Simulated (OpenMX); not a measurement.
Runs of OpenMX 3.8.5 on MnS. The structure is cubic, space group Fm-3m (No. 225). Conventional cell: a = 5.209 Å, b = 5.209 Å, c = 5.209 Å, α = 90.00°, β = 90.00°, γ = 90.00°. Around Mn (site symmetry m-3m) lie 6 S at 2.60 Å. S (site symmetry m-3m) is surrounded by 6 Mn at 2.60 Å. 

| level | potentials or basis | k mesh | pressure (GPa) | moment (μB) |
| --- | --- | --- | --- | --- |
| PBE | OpenMX 2013 PBE set, Mn6.0-s3p2d2, S7.0-s2p2d1f1, grid cutoff 400 Ry | 9 × 9 × 9 | -1.5 | 4.73 |
| PBE | OpenMX 2013 PBE set, Mn6.0-s3p2d2f1, S7.0-s3p2d2f1, grid cutoff 400 Ry | 9 × 9 × 9 | (c) | 4.74 |
| PBE | OpenMX 2013 PBE set, Mn6.0-s3p2d2, S7.0-s2p2d1f1, grid cutoff 400 Ry | 7 × 7 × 7 | -1.8 | (a) |
| LDA | OpenMX 2013 LDA set, Mn6.0-s3p2d2, S7.0-s2p2d1f1, grid cutoff 400 Ry | 9 × 9 × 9 | -10.2 | 4.60 |
| LDA | OpenMX 2013 LDA set, Mn6.0-s3p2d2, S7.0-s2p2d1f1, grid cutoff 400 Ry | 7 × 7 × 7 | (b) | 4.59 |

Alike in all rows: task band structure; spin collinear, ferromagnetic start; cell as given; smearing fermi-dirac 0.05 eV.

Task: Fill in the values left out.

Result: (a) 4.71; (b) -10.3; (c) -1.6.

Caveats: the basis of atomic orbitals isn't converged, which shifts pressures, moduli and gaps; a cell with one magnetic atom can't hold antiferromagnetic order, which such compounds often take.

Not every run made on this cell is shown here.
